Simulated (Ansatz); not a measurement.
A plane-wave DFT run in Ansatz 0.2.0 (scalar-relativistic PAW potentials unless the input names others): input and command.

```yaml
crystal:
  lattice:
    - [-1.4450917219, 1.4450917219, 1.3600072129]
    - [1.4450917219, -1.4450917219, 1.3600072129]
    - [2.8901834438, 2.8901834438, 0.0]
  atoms:
    - { symbol: Cu, position: [0.0856303339, -0.0856303339, 0.0] }
    - { symbol: Cu, position: [0.4143696661, 0.5856303339, 0.5] }
basis:
  ecutwfc: 420
  ecutrho_ratio: 2
kpoints:
  mp_grid: { grid: [26, 26, 14] }
hamiltonian:
  xc: pbesol
scf:
  occupations: { method: gaussian, width: 0.15 }
  max_iter: 100
output:
  forces: true
  eigenvalues: true
  stress: true
```

```bash
ansatz run input.yaml --threads 2 --pin off --max-ram 5120MiB --backend cpu --events-out ev --progress --plain --runs-dir out
```

Abridged log:
```
Pseudopotentials: kind: paw
Pseudopotential: Cu, paw, valence charge 19, recommended cutoff 420 eV (normal)
Functional definition: PBEsol
Crystal: 2 atoms, lattice volume = 22.721 Å³
Basis set: ecut = 420 eV, 451 PW (Γ), exchange–correlation on 32×32×48 points (8 copies of the dense FFT grid, shifted against one another)
Bands: 23, of which v1, the nominal top of the filled ones, is band 19 counted from 1 (18 counted from 0)
Symmetry: 8 space group operations
Space group: Cmcm (ITA 63), of the structure as read, at distance tolerance 2.8e-5 Å
k-points: 1464 of 9464
Initial density: superposition of atomic densities (neutral atoms: chi_scale 0, normalization atom), corrected by the library's trained network
Initial wavefunctions: pseudopotential atomic-orbital guess
Functional: x = pbesol(κ = 0.804, μ = 0.12345679), c = pbesol(β = 0.046)
SCF iter   1: F=—  HF=-13177.498194 eV  |F-HF|=—  |Δ(HF+E_count)|=         —  Δρ=2.18e-2  dr2=5.55e-2  ethr=1.77e-3  ⟨swp⟩=4.9  Hψ=123217  notcnv=0
SCF iter   2: F=—  HF=-13177.486438 eV  |F-HF|=—  |Δ(HF+E_count)|=   1.18e-2  Δρ=5.33e-3  dr2=3.70e-3  ethr=1.46e-4  ⟨swp⟩=2.5  Hψ=61168  notcnv=0  defer=68
SCF iter   3: F=—  HF=-13177.485682 eV  |F-HF|=—  |Δ(HF+E_count)|=   7.55e-4  Δρ=1.43e-3  dr2=2.61e-4  ethr=9.73e-6  ⟨swp⟩=1.0  Hψ=33512  notcnv=0  defer=69
SCF iter   4: F=—  HF=-13177.485590 eV  |F-HF|=—  |Δ(HF+E_count)|=   9.26e-5  Δρ=7.51e-5  dr2=3.54e-7  ethr=6.87e-7  ⟨swp⟩=2.4  Hψ=47909  notcnv=0  defer=69
SCF iter   5: F=—  HF=-13177.485579 eV  |F-HF|=—  |Δ(HF+E_count)|=   1.04e-5  Δρ=8.41e-6  dr2=4.42e-9  ethr=9.32e-10  ⟨swp⟩=2.0  Hψ=59426  notcnv=0  defer=69
SCF iter   6: F=-13177.485579 eV  HF=-13177.485579 eV  |F-HF|=2.73e-11  |Δ(HF+E_count)|=   5.96e-9  Δρ=4.55e-7  dr2=3.82e-11  ethr=1.16e-11  ⟨swp⟩=2.4  Hψ=121321  notcnv=0
SCF 1 converged in 6 iterations: F = -13177.485579 eV  dr2 = 3.82e-11
SCF converged after 6 iterations
Free energy (F): -13177.485579 eV
Harris-Foulkes:  -13177.485579 eV  (|F-HF|=2.73e-11)
Internal energy: -13177.478990 eV  (E = F + TS)
E sigma→0 (E₀):  -13177.482285 eV
Entropy (-TS):   -0.006589 eV (-3.295 meV/atom)
Fermi energy:    17.423118 eV
--- Forces (eV/Å), atoms counted from 1 ---
  atom   1  Cu     0.22854240    -0.22854240     0.00000000
  atom   2  Cu    -0.22854240     0.22854240     0.00000000
--- Stress (GPa, compression-positive) ---
        6.287239      -2.417583       0.000000
       -2.417583       6.287239       0.000000
        0.000000       0.000000      -4.259939
  P = ⅓ Tr σ = 2.7715 GPa (27.715 kbar)
```

Problem. What is wrong with this input?

Solution. The fault is a density cutoff too low for products of the waves, which reach up to 4 times the waves' cutoff (basis.ecutrho_ratio: not typed → 2, the first being the value of the sound run). Setting it back cures it. The log, from which this was withheld above, says: «Warning: basis.ecutrho_ratio = 2 (ecutrho = 840 eV) is below the records' recommended 1680 eV» «settings of this run that can trade accuracy for cost: basis.ecutrho_ratio < 4. Do not mix this run's numbers with those of runs without the same settings; the input reference describes each key» The run converged all the same, with an energy at zero smearing 17.10 meV/atom below the reference's, pressure 2.77 GPa, largest force 0.323 eV/Å, no gap on the mesh, so convergence alone doesn't show that an input is right. A reference run from the same start on usual settings converged with pressure 1.21 GPa, largest force 0.314 eV/Å, no gap on the mesh.

Time: 55 s on 2 threads of Intel(R) Xeon(R) Processor @ 2.50GHz (Skylake/Cascade Lake) (shared host), peak memory 0.99 GiB.